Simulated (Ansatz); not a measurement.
# HgS: the cost of one run

Computed with Ansatz 0.2.0 (DFT PBEsol, scalar-relativistic, plane waves, PAW, unless a step's input says otherwise).

3 further runs of the same task are left out: 2 that didn't finish, 1 set aside as unsound or not needed.

### Step 1. The structure to begin with

It takes space group F-43m (No. 216, cubic). The conventional cell has a = 5.409 Å, b = 5.409 Å, c = 5.409 Å, α = 90.00°, β = 90.00°, γ = 90.00°. Zn (site symmetry -43m) is surrounded by 4 S at 2.34 Å. S (site symmetry -43m) is surrounded by 4 Zn at 2.34 Å.

Coordinates:

```
CELL_PARAMETERS angstrom
0.00000 2.70465 2.70465
2.70465 0.00000 2.70465
2.70465 2.70465 0.00000
ATOMIC_POSITIONS crystal
Zn 0.00000 0.00000 0.00000
S 0.75000 0.75000 0.75000
```

The structure comes from the Crystallography Open Database.

### Step 2. One element swapped, cell strained: Zn → Hg, first probe

What differs from the listed cell: Hg takes all sites of Zn, and lengths are scaled by 1.026 as a first guess of the size; strain xx, yy, zz, yz, xz, xy = -2.3, -2.3, -2.3, +0.0, +0.0, +0.0 %.

Input file input.yaml:

```yaml
crystal:
  lattice:
    - [0.0, 2.71209303, 2.71209303]
    - [2.71209303, 0.0, 2.71209303]
    - [2.71209303, 2.71209303, 0.0]
  atoms:
    - { symbol: Hg, position: [0.0, 0.0, 0.0] }
    - { symbol: S, position: [0.75, 0.75, 0.75] }
basis:
  ecutwfc: 420
kpoints:
  mp_grid: { grid: [6, 6, 6] }
hamiltonian:
  xc: pbesol
scf:
  occupations: { method: gaussian, width: 0.1 }
output:
  forces: true
  stress: true
  eigenvalues: true
```

Command:

```console
> ansatz run input.yaml --threads 1 --pin off --max-ram 1331MiB --backend cpu --events-out ev --progress --plain --runs-dir out
```

Q: Estimate wall time and peak memory on 1 thread of an x86-64 CPU, shared host.

About 1.8 s, with a peak of 0.31 GiB.
